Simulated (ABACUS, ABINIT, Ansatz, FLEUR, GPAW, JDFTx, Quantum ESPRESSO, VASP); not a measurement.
**One calculation of HfC, 8 ways**

```xyz
2
Lattice="0.0000 2.3250 2.3250 2.3250 0.0000 2.3250 2.3250 2.3250 0.0000" Properties=species:S:1:pos:R:3 pbc="T T T"
Hf    2.3174    2.2719    2.3181
C     0.0297   -0.0376    0.0215
```

Atoms were shifted at random by some hundredths of an Å from the given cell, which wasn't relaxed again for these runs.

Alike in all runs: task single point; functional PBE; k mesh 10 × 10 × 10; occupations fermi-dirac, width 0.05 eV; no spin polarisation; no spin-orbit coupling. Pressure is positive in compression and, in plane waves, holds the error of the finite cutoff, which Ansatz's Pulay term estimates and takes out.

| program and potentials | plane-wave cutoff (eV) | notes | band gap (eV) | pressure (GPa) | largest force (eV/Å) | energy over the undisturbed cell (meV/atom) |
| --- | --- | --- | --- | --- | --- | --- |
| VASP, PBE PAW files C, Hf_pv, 520 eV | 520 | 7 valence electrons an atom on average | no gap | -0.17 | 0.362 | - |
| ABINIT, JTH PAW PBE v2.0 | 517 | 8 valence electrons an atom on average | no gap | 0.25 | 0.367 | 4.88 |
| Ansatz, Ansatz PAW (earlier soft set) | 420 | 15 valence electrons an atom on average; Pulay term of +0.18 GPa included | no gap | 0.48 | 0.369 | 4.71 |
| ABACUS, PseudoDojo NC SR 0.4.1 PBE standard, plane waves | 1116 | 8 valence electrons an atom on average | no gap | 0.63 | 0.361 | 4.56 |
| JDFTx, PseudoDojo-SR-PBE-0.5-standard | 1116 | 8 valence electrons an atom on average | no gap | 0.63 | 0.361 | 4.56 |
| FLEUR, all-electron, FLAPW | - | - | ? | - | ? | ? |
| Quantum ESPRESSO, SSSP 1.3 efficiency PBE | 816 | 8 valence electrons an atom on average | no gap | 0.73 | 0.362 | 4.59 |
| GPAW, GPAW PAW data sets (gpaw-data 1.2.1) | 800 | 8 valence electrons an atom on average | no gap | 1.55 | 0.385 | 4.87 |

Estimate from the other rows what the run with FLEUR, all-electron, FLAPW gave.

No band gap; largest force 0.372 eV/Å; energy over the undisturbed cell 4.75 meV/atom. The other rows, which needn't bracket it: pressure -0.17 to 1.55; largest force 0.361 to 0.385; energy over the undisturbed cell 4.56 to 4.88.
